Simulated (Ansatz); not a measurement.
ZrO₂:
```xyz
6
Lattice="3.6210 0.0000 0.0000 0.0000 3.6210 0.0000 0.0000 0.0000 5.2828" Properties=species:S:1:pos:R:3 pbc="T T T"
Zr     0.0000     0.0000     0.0000
Zr     1.8105     1.8105     2.6414
O      0.0000     1.8105     1.6227
O      0.0000     1.8105     4.2641
O      1.8105     0.0000     1.0187
O      1.8105     0.0000     3.6601
```

This is the PBE-relaxed structure.

Task: All from PBE in the plane-wave PAW code Ansatz, unless another level is named. Give the hole effective mass.

Result: 0.72, 2.1, 8.4 mₑ (principal values).

Task: Next, the HSE06 gap on the PBE cell?

Result: 5.68 eV.

Task: What about the weight of the valence-edge state by species (Voronoi cells)?

Result: O 95 %, Zr 5 %.

Space group P4_2/nmc. This is a known high-temperature phase of the composition, computed here at zero pressure and temperature. The cell was relaxed with PBE under the symmetry of its start; its stability against distortions is not shown here. No spin polarisation was allowed. Spin–orbit coupling is left out wherever it is not named.

Potentials: the later of the program's two PAW sets.
